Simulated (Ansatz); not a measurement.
# TaN: freezing in a mode

The task, for TaN: freeze in mode 4 at growing amplitude.

Method: DFT PBEsol, scalar-relativistic, plane waves, PAW, in Ansatz 0.2.0.

3 further runs of the same task are left out: 1 that didn't finish, 2 set aside as unsound or not needed. Runs told in other sessions of the task aren't counted.

## Step 1: The system as given

The structure is hexagonal, space group P-6m2 (No. 187). The conventional cell has a = 2.924 Å, b = 2.924 Å, c = 2.871 Å, α = 90.00°, β = 90.00°, γ = 120.00°. Ta (site symmetry -6m2) has 6 N at 2.22 Å in its first shell of neighbours. N (site symmetry -6m2) is surrounded by 6 Ta at 2.22 Å.

As a file:

```
Ta N
1.0
     0.00000    0.00000    2.87073
     2.92399    0.00000    0.00000
     0.00000    5.06450    0.00000
Ta N
2 2
Cartesian
  0.0000 1.6882 1.4354
  1.4620 4.2204 1.4354
  1.4620 2.5322 0.0000
  0.0000 0.0000 0.0000
```

It is built from the cell relaxed beforehand with the same method (10.63 Å³/atom).

## Step 2: Zero of energy

The cell is repeated 2 times, 4 atoms in all. The reference gives a free energy of -20375.2885 eV, pressure 0.00 GPa, largest force 0.000 eV/Å and gap on the mesh none (metal). It was computed beforehand with the settings of the runs below.

## Step 3: Setting up freezing in a mode

Mode 4 of the phonon run on this cell, counted from the lowest, is frozen in: each atom moves by x times its row below, so x is the largest displacement.

```
atom      ux     uy     uz
 Ta1   1.000  0.000  0.000
 Ta2  -1.000  0.000  0.000
  N3   0.431  0.000  0.000
  N4  -0.431  0.000  0.000
```

## Step 4: x = -0.300 Å

File input.yaml:

```yaml
crystal:
  lattice:
    - [0.0, 0.0, 2.8707276426]
    - [2.9239890448, 0.0, 0.0]
    - [0.0, 5.0644975863, 0.0]
  atoms:
    - { symbol: Ta, position: [0.5, -0.1025995636, 0.3333333333] }
    - { symbol: Ta, position: [0.5, 0.6025995636, 0.8333333333] }
    - { symbol: "N", position: [0.0, 0.4558034305, 0.5] }
    - { symbol: "N", position: [0.0, 0.0441965695, 0.0] }
basis:
  ecutwfc: 420
kpoints:
  mp_grid: { grid: [20, 20, 12] }
hamiltonian:
  xc: pbesol
scf:
  occupations: { method: gaussian, width: 0.15 }
output:
  forces: true
  stress: true
  eigenvalues: true
```

Launch:

```bash
$ ansatz run input.yaml --threads 2 --pin off --max-ram 5120MiB --backend cpu --events-out ev --progress --plain --runs-dir out
```

## Step 5: x = 0.225 Å

File input.yaml:

```yaml
crystal:
  lattice:
    - [0.0, 0.0, 2.8707276426]
    - [2.9239890448, 0.0, 0.0]
    - [0.0, 5.0644975863, 0.0]
  atoms:
    - { symbol: Ta, position: [0.5, 0.0769496727, 0.3333333333] }
    - { symbol: Ta, position: [0.5, 0.4230503273, 0.8333333333] }
    - { symbol: "N", position: [0.0, 0.5331474271, 0.5] }
    - { symbol: "N", position: [0.0, -0.0331474271, 0.0] }
basis:
  ecutwfc: 420
kpoints:
  mp_grid: { grid: [20, 20, 12] }
hamiltonian:
  xc: pbesol
scf:
  occupations: { method: gaussian, width: 0.15 }
output:
  forces: true
  stress: true
  eigenvalues: true
```

## Step 6: x = -0.150 Å

File input.yaml:

```yaml
crystal:
  lattice:
    - [0.0, 0.0, 2.8707276426]
    - [2.9239890448, 0.0, 0.0]
    - [0.0, 5.0644975863, 0.0]
  atoms:
    - { symbol: Ta, position: [0.5, -0.0512997818, 0.3333333333] }
    - { symbol: Ta, position: [0.5, 0.5512997818, 0.8333333333] }
    - { symbol: "N", position: [0.0, 0.4779017152, 0.5] }
    - { symbol: "N", position: [0.0, 0.0220982848, 0.0] }
basis:
  ecutwfc: 420
kpoints:
  mp_grid: { grid: [20, 20, 12] }
hamiltonian:
  xc: pbesol
scf:
  occupations: { method: gaussian, width: 0.15 }
output:
  forces: true
  stress: true
  eigenvalues: true
```

## Step 7: Point x = 0.075 Å

File input.yaml:

```yaml
crystal:
  lattice:
    - [0.0, 0.0, 2.8707276426]
    - [2.9239890448, 0.0, 0.0]
    - [0.0, 5.0644975863, 0.0]
  atoms:
    - { symbol: Ta, position: [0.5, 0.0256498909, 0.3333333333] }
    - { symbol: Ta, position: [0.5, 0.4743501091, 0.8333333333] }
    - { symbol: "N", position: [0.0, 0.5110491424, 0.5] }
    - { symbol: "N", position: [0.0, -0.0110491424, 0.0] }
basis:
  ecutwfc: 420
kpoints:
  mp_grid: { grid: [20, 20, 12] }
hamiltonian:
  xc: pbesol
scf:
  occupations: { method: gaussian, width: 0.15 }
output:
  forces: true
  stress: true
  eigenvalues: true
```

## Step 8: Point x = 0.263 Å

File input.yaml:

```yaml
crystal:
  lattice:
    - [0.0, 0.0, 2.8707276426]
    - [2.9239890448, 0.0, 0.0]
    - [0.0, 5.0644975863, 0.0]
  atoms:
    - { symbol: Ta, position: [0.5, 0.0897746182, 0.3333333333] }
    - { symbol: Ta, position: [0.5, 0.4102253818, 0.8333333333] }
    - { symbol: "N", position: [0.0, 0.5386719983, 0.5] }
    - { symbol: "N", position: [0.0, -0.0386719983, 0.0] }
basis:
  ecutwfc: 420
kpoints:
  mp_grid: { grid: [20, 20, 12] }
hamiltonian:
  xc: pbesol
scf:
  occupations: { method: gaussian, width: 0.15 }
output:
  forces: true
  stress: true
  eigenvalues: true
```

## Step 9: x = 0.188 Å

File input.yaml:

```yaml
crystal:
  lattice:
    - [0.0, 0.0, 2.8707276426]
    - [2.9239890448, 0.0, 0.0]
    - [0.0, 5.0644975863, 0.0]
  atoms:
    - { symbol: Ta, position: [0.5, 0.0641247273, 0.3333333333] }
    - { symbol: Ta, position: [0.5, 0.4358752727, 0.8333333333] }
    - { symbol: "N", position: [0.0, 0.527622856, 0.5] }
    - { symbol: "N", position: [0.0, -0.027622856, 0.0] }
basis:
  ecutwfc: 420
kpoints:
  mp_grid: { grid: [20, 20, 12] }
hamiltonian:
  xc: pbesol
scf:
  occupations: { method: gaussian, width: 0.15 }
output:
  forces: true
  stress: true
  eigenvalues: true
```

## Step 10: At x = 0.113 Å

File input.yaml:

```yaml
crystal:
  lattice:
    - [0.0, 0.0, 2.8707276426]
    - [2.9239890448, 0.0, 0.0]
    - [0.0, 5.0644975863, 0.0]
  atoms:
    - { symbol: Ta, position: [0.5, 0.0384748364, 0.3333333333] }
    - { symbol: Ta, position: [0.5, 0.4615251636, 0.8333333333] }
    - { symbol: "N", position: [0.0, 0.5165737136, 0.5] }
    - { symbol: "N", position: [0.0, -0.0165737136, 0.0] }
basis:
  ecutwfc: 420
kpoints:
  mp_grid: { grid: [20, 20, 12] }
hamiltonian:
  xc: pbesol
scf:
  occupations: { method: gaussian, width: 0.15 }
output:
  forces: true
  stress: true
  eigenvalues: true
```

## Step 11: x = 0.037 Å

File input.yaml:

```yaml
crystal:
  lattice:
    - [0.0, 0.0, 2.8707276426]
    - [2.9239890448, 0.0, 0.0]
    - [0.0, 5.0644975863, 0.0]
  atoms:
    - { symbol: Ta, position: [0.5, 0.0128249455, 0.3333333333] }
    - { symbol: Ta, position: [0.5, 0.4871750545, 0.8333333333] }
    - { symbol: "N", position: [0.0, 0.5055245712, 0.5] }
    - { symbol: "N", position: [0.0, -0.0055245712, 0.0] }
basis:
  ecutwfc: 420
kpoints:
  mp_grid: { grid: [20, 20, 12] }
hamiltonian:
  xc: pbesol
scf:
  occupations: { method: gaussian, width: 0.15 }
output:
  forces: true
  stress: true
  eigenvalues: true
```

(Steps that only read results are left out.)

What does the calculation give? Wanted: harmonic wavenumber of the mode.

As calculated:

| quantity | value |
| --- | --- |
| harmonic wavenumber of the mode | 179 cm⁻¹ |
| the same from the force at an amplitude of 0.037 Å | 179 cm⁻¹ |

In words: The force at the smallest amplitude gives 179 cm⁻¹ against 179 cm⁻¹ from the phonon run, so the curve is close to a parabola there. No sampled point lies below the undisturbed cell. Spin-orbit coupling is left out for Ta.
